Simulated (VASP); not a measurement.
# InP (F-43m) in VASP: a series of runs

The runs below take InP through single point, with LDA.

All numbers are computed with VASP 6.6.1; they aren't measurements. Logs are shortened: lines on timing, memory, paths and dates and some standing lists are left out, and cuts for length are marked.

## (1) The undisturbed crystal

Symmetry: F-43m, No. 216, cubic system. Conventional cell: a = 5.861 Å, b = 5.861 Å, c = 5.861 Å, α = 90.00°, β = 90.00°, γ = 90.00°. In (site symmetry -43m) is surrounded by 4 P at 2.54 Å. P (site symmetry -43m) has 4 In at 2.54 Å as nearest neighbours.

## (2) Single point, LDA (grid = ENCUT=400 dk=0.45 cell=2x2x2 ISMEAR=0 SIGMA=0.05 LREAL=Auto EDIFF=1e-06)

INCAR

```
SYSTEM = InP
PREC = Accurate
ENCUT = 400
EDIFF = 1E-6
ISMEAR = 0
SIGMA = 0.05
LREAL = Auto
LASPH = .TRUE.
NELM = 120
ALGO = Fast
ISIF = 2
LWAVE = .FALSE.
LCHARG = .FALSE.
NBANDS = 80
```

KPOINTS

```
regular mesh
0
G
  3 3 3
  0 0 0
```

POSCAR

```
InP
1.0
    0.0000000000      5.8610000000      5.8610000000
    5.8610000000      0.0000000000      5.8610000000
    5.8610000000      5.8610000000      0.0000000000
In P
8 8
Direct
    0.0000000000      0.0000000000      0.0000000000
    0.0000000000      0.0000000000      0.5000000000
    0.0000000000      0.5000000000      0.0000000000
    0.0000000000      0.5000000000      0.5000000000
    0.5000000000      0.0000000000      0.0000000000
    0.5000000000      0.0000000000      0.5000000000
    0.5000000000      0.5000000000      0.0000000000
    0.5000000000      0.5000000000      0.5000000000
    0.3750000000      0.3750000000      0.3750000000
    0.3750000000      0.3750000000      0.8750000000
    0.3750000000      0.8750000000      0.3750000000
    0.3750000000      0.8750000000      0.8750000000
    0.8750000000      0.3750000000      0.3750000000
    0.8750000000      0.3750000000      0.8750000000
    0.8750000000      0.8750000000      0.3750000000
    0.8750000000      0.8750000000      0.8750000000
```

Potentials or basis: VASP PAW LDA potentials, release 64 (In_d, P).

Started as:

```console
cat potpaw_LDA.64/In_d/POTCAR potpaw_LDA.64/P/POTCAR > POTCAR
mpirun -np 1 vasp_std > vasp.out
```

OUTCAR:

```text
SYSTEM = InP
   PREC = Accurate
   ENCUT = 400
   EDIFF = 1E-6
   ISMEAR = 0
   LREAL = Auto
   LASPH = .TRUE.
   NELM = 120
   ISIF = 2

 Found      4 irreducible k-points:

 Following reciprocal coordinates:
            Coordinates               Weight
  0.000000  0.000000  0.000000      1.000000
  0.333333  0.000000  0.000000      8.000000
  0.333333  0.333333  0.000000      6.000000
 -0.333333  0.333333  0.000000     12.000000
   k-points           NKPTS =      4   k-points in BZ     NKDIM =      4   number of bands    NBANDS=     80
   number of dos      NEDOS =    301   number of ions     NIONS =     16
   total plane-waves  NPLWV = 157464
   dimension x,y,z NGX =    54 NGY =   54 NGZ =   54
   dimension x,y,z NGXF=   108 NGYF=  108 NGZF=  108
   ions per type =               8   8
   NGX,Y,Z   is equivalent  to a cutoff of  10.83, 10.83, 10.83 a.u.
   NGXF,Y,Z  is equivalent  to a cutoff of  21.66, 21.66, 21.66 a.u.
 SYSTEM =  InP
   PREC   = accura    normal or accurate (medium, high low for compatibility)
   ISTART =      0    job   : 0-new  1-cont  2-samecut
   ICHARG =      2    charge: 1-file 2-atom 10-const
   ISPIN  =      1    spin polarized calculation?
   LNONCOLLINEAR =      F non collinear calculations
   LSORBIT =      F    spin-orbit coupling
   LASPH  =      T    aspherical Exc in radial PAW
   ENCUT  =  400.0 eV  29.40 Ry    5.42 a.u.  13.52 13.52 13.52*2*pi/ulx,y,z
   NELM   =    120;   NELMIN=  2; NELMDL= -5     # of ELM steps
   EDIFF  = 0.1E-05   stopping-criterion for ELM
   LREAL  =      T    real-space projection
   EDIFFG = 0.1E-04   stopping-criterion for IOM
   NSW    =      0    number of steps for IOM
   IBRION =     -1    ionic relax: 0-MD 1-quasi-New 2-CG
   NFREE  =      0    steps in history (QN), initial steepest desc. (CG)
   ISIF   =      2    stress and relaxation
   ISYM   =      2    0-nonsym 1-usesym 2-fastsym
   POTIM  = 0.5000    time-step for ionic-motion
   TEBEG  =    0.0;   TEEND  =   0.0 temperature during run
   PSTRESS=    0.0 pullay stress
   NELECT =     144.0000    total number of electrons
   NUPDOWN=      -1.0000    fix difference up-down
   EMIN   =  10.00;   EMAX   =-10.00  energy-range for DOS
   EFERMI =   0.00;   METHOD = LEGACY
   ISMEAR =     0;   SIGMA  =   0.05  broadening in eV -4-tet -1-fermi 0-gaus
   EFERMI_NEDOS =   21; number of points for ismear=-14 and -15
   IALGO  =     68    algorithm
   IMIX   =      4    mixing-type and parameters
     AMIX     =   0.40;   BMIX     =  1.00
     AMIX_MAG =   1.60;   BMIX_MAG =  1.00
  volume/ion in A,a.u.               =      25.17       169.83
  Fermi-wavevector in a.u.,A,eV,Ry     =   1.162021  2.195901 18.371846  1.350293
  Thomas-Fermi vector in A             =   2.298587
   LORBIT       =      0    0 simple, 1 ext, 2 COOP (PROOUT), +10 PAW based schemes
   GGA     = CA    functional components
   LHFCALC =     F    Hartree Fock is set to
   AEXX    =    0.0000 exact exchange contribution
   IVDW    =     0    specifies the selected vdW correction
   LEPSILON=     F    determine dielectric tensor
   LRPA    =     F    only Hartree local field effects (RPA)
 non-spin polarized calculation
 RMM-DIIS sequential band-by-band and
 Gauss-broadening in eV      SIGMA  =   0.05
  energy-cutoff  :      400.00
  volume of cell :      402.67
 maximum number of plane-waves:      7391
 NGX is ok and might be reduce to    54
   NGX = 27   NGY = 27   NGZ = 27

 number of electron     144.0000104 magnetization

 Free energy of the ion-electron system (eV)
  ---------------------------------------------------
  ext. energy  EPLUGINS =         0.00000000
  ---------------------------------------------------
  free energy    TOTEN  =       -77.25751918 eV

  energy without entropy =      -77.25751918  energy(sigma->0) =      -77.25751918

 E-fermi :   5.2437     XC(G=0):  -9.6092

 val. band max:        5.0160308114   @ k =   0.0000   0.0000   0.0000
 cond. band min:       5.5229705265   @ k =   0.0000   0.0000   0.0000
 fundamental gap:      0.5069397151
 Fermi energy:         5.2437010835

 k-point     1 :       0.0000    0.0000    0.0000
  band No.  band energies     occupation
      1      -9.3636      2.00000
      2      -9.3636      2.00000
      3      -9.3636      2.00000
      4      -9.2974      2.00000
      5      -9.2974      2.00000
      6      -9.2974      2.00000
[... 72 lines left out ...]
     79       6.6067      0.00000
     80       6.6066      0.00000

 k-point     2 :       0.3333    0.0000    0.0000
  band No.  band energies     occupation
      1      -9.3404      2.00000
      2      -9.3404      2.00000
      3      -9.3404      2.00000
      4      -9.3049      2.00000
      5      -9.3049      2.00000
      6      -9.3049      2.00000
[... 72 lines left out ...]
     79       7.4601      0.00000
     80       7.4602      0.00000

 k-point     3 :       0.3333    0.3333    0.0000
  band No.  band energies     occupation
      1      -9.3389      2.00000
      2      -9.3389      2.00000
      3      -9.3239      2.00000
      4      -9.2927      2.00000
      5      -9.2927      2.00000
      6      -9.2927      2.00000
[... 72 lines left out ...]
     79       7.8666      0.00000
     80       8.1555      0.00000

 k-point     4 :      -0.3333    0.3333    0.0000
  band No.  band energies     occupation
      1      -9.3205      2.00000
      2      -9.3193      2.00000
      3      -9.3193      2.00000
      4      -9.3100      2.00000
      5      -9.3100      2.00000
      6      -9.2790      2.00000
[... 72 lines left out ...]
     79       8.5955      0.00000
     80       8.6280      0.00000

------------------------ aborting loop because EDIFF is reached ----------------------------------------

  FORCE on cell =-STRESS in cart. coord.  units (eV):
  Direction    XX          YY          ZZ          XY          YZ          ZX
  --------------------------------------------------------------------------------------
  -------------------------------------------------------------------------------------
  Total       -3.0227723     -3.0227723     -3.0227723      0.0000000      0.0000000      0.0000000
  in kB      -12.0273753    -12.0273753    -12.0273753      0.0000000      0.0000000      0.0000000
  external PRESSURE =     -12.0273753 kB  Pullay stress =       0.0000000 kB

 VOLUME and BASIS-vectors are now :
 -----------------------------------------------------------------------------
  energy-cutoff  :      400.00
  volume of cell :      402.67
      direct lattice vectors                 reciprocal lattice vectors
     0.000000000  5.861000000  5.861000000    -0.085309674  0.085309674  0.085309674
     5.861000000  0.000000000  5.861000000     0.085309674 -0.085309674  0.085309674
     5.861000000  5.861000000  0.000000000     0.085309674  0.085309674 -0.085309674

 POSITION                                       TOTAL-FORCE (eV/Angst)
 -----------------------------------------------------------------------------------
      0.00000      0.00000      0.00000         0.000000     -0.000000      0.000000
      2.93050      2.93050      0.00000         0.000000      0.000000      0.000000
      2.93050      0.00000      2.93050         0.000000     -0.000000      0.000000
      5.86100      2.93050      2.93050        -0.000000      0.000000      0.000000
      0.00000      2.93050      2.93050         0.000000     -0.000000      0.000000
      2.93050      5.86100      2.93050         0.000000      0.000000      0.000000
[... 8 lines left out ...]
      7.32625      7.32625     10.25675        -0.000000      0.000000     -0.000000
     10.25675     10.25675     10.25675        -0.000000      0.000000     -0.000000
 -----------------------------------------------------------------------------------
    total drift:                                0.000009      0.000009      0.000010

  FREE ENERGIE OF THE ION-ELECTRON SYSTEM (eV)
  ---------------------------------------------------
  free  energy   TOTEN  =       -77.2575191846 eV

  energy  without entropy=      -77.2575191846  energy(sigma->0) =      -77.25751918
```

OSZICAR:

```text
N       E                     dE             d eps       ncg     rms          rms(c)
DAV:   1     0.146994056136E+04    0.14699E+04   -0.54255E+04   640   0.175E+03
DAV:   2     0.166439273209E+03   -0.13035E+04   -0.12806E+04   640   0.503E+02
DAV:   3    -0.634600242169E+02   -0.22990E+03   -0.22221E+03   736   0.225E+02
[... 11 lines left out ...]
RMM:  15    -0.772575207641E+02    0.54795E-04   -0.79433E-04   962   0.530E-02    0.276E-01
RMM:  16    -0.772575205038E+02    0.26035E-06   -0.75053E-05   787   0.290E-02    0.255E-01
RMM:  17    -0.772575223600E+02   -0.18562E-05   -0.17273E-05   753   0.172E-02    0.310E-01
RMM:  18    -0.772575194566E+02    0.29035E-05   -0.79514E-06   673   0.160E-02    0.131E-01
RMM:  19    -0.772575191846E+02    0.27193E-06   -0.26299E-06   460   0.788E-03
   1 F= -.77257519E+02 E0= -.77257519E+02  d E =-.310230E-11
```

Wall time 2.2 min (1 thread of Intel Xeon 6975P-C (Granite Rapids), shared host); peak memory 0.31 GiB.

These settings aren't checked as converged: the numbers below hold their error.

What came out:

| Item | Value |
| --- | --- |
| Free energy | -77.2575 eV |
| Pressure | -1.2 GPa |
| Band gap on the k mesh | 0.51 eV |

Caveat: spin-orbit coupling is left out, which moves the levels of the heavy elements.

## (3) Single point, LDA (grid = ENCUT=460 dk=0.45 cell=2x2x2 ISMEAR=0 SIGMA=0.05 LREAL=Auto EDIFF=1e-06)

Changes to INCAR since step 2:

```diff
@@ -2,3 +2,3 @@
 PREC = Accurate
-ENCUT = 400
+ENCUT = 460
 EDIFF = 1E-6
```

KPOINTS is that of step 2.

POSCAR is that of step 2.

Potentials or basis: VASP PAW LDA potentials, release 64 (In_d, P).

Started as:

```console
cat potpaw_LDA.64/In_d/POTCAR potpaw_LDA.64/P/POTCAR > POTCAR
mpirun -np 1 vasp_std > vasp.out
```

Wall time 1.9 min (1 thread of Intel Xeon 6975P-C (Granite Rapids), shared host); peak memory 0.38 GiB.

These settings aren't checked as converged: the numbers below hold their error.

What came out:

| Item | Value |
| --- | --- |
| Free energy | -77.2575 eV |
| Pressure | -1.2 GPa |
| Band gap on the k mesh | 0.51 eV |

Caveat: spin-orbit coupling is left out, which moves the levels of the heavy elements.

## (4) Single point, LDA (grid = ENCUT=520 dk=0.45 cell=2x2x2 ISMEAR=0 SIGMA=0.05 LREAL=Auto EDIFF=1e-06)

Changes to INCAR since step 3:

```diff
@@ -2,3 +2,3 @@
 PREC = Accurate
-ENCUT = 460
+ENCUT = 520
 EDIFF = 1E-6
```

KPOINTS is that of step 3.

POSCAR is that of step 3.

Started as:

```console
cat potpaw_LDA.64/In_d/POTCAR potpaw_LDA.64/P/POTCAR > POTCAR
mpirun -np 1 vasp_std > vasp.out
```

Wall time 3.2 min (1 thread of Intel Xeon 6975P-C (Granite Rapids), shared host); peak memory 0.45 GiB.

These settings aren't checked as converged: the numbers below hold their error.

Results:

| Item | Value |
| --- | --- |
| Free energy | -77.2713 eV |
| Pressure | -1.2 GPa |
| Band gap on the k mesh | 0.51 eV |

Caveat: spin-orbit coupling is left out, which moves the levels of the heavy elements.

## (5) Single point, LDA (grid = ENCUT=400 dk=0.35 cell=2x2x2 ISMEAR=0 SIGMA=0.05 LREAL=Auto EDIFF=1e-06)

Changes to INCAR since step 4:

```diff
@@ -2,3 +2,3 @@
 PREC = Accurate
-ENCUT = 520
+ENCUT = 400
 EDIFF = 1E-6
```

KPOINTS is that of step 4.

POSCAR is that of step 4.

Started as:

```console
cat potpaw_LDA.64/In_d/POTCAR potpaw_LDA.64/P/POTCAR > POTCAR
mpirun -np 1 vasp_std > vasp.out
```

Run time: 2.1 min. Hardware: 1 thread of Intel Xeon 6975P-C (Granite Rapids), shared host; peak memory 0.31 GiB.

The run converged, but some of its settings lie outside the range that counts as converged, so its numbers aren't taken as properties of the crystal.

Results:

```yaml
Free_energy: -77.2575 eV
Pressure: -1.2 GPa
Band_gap_on_the_k_mesh: 0.51 eV
```

Caveat: spin-orbit coupling is left out, which moves the levels of the heavy elements.
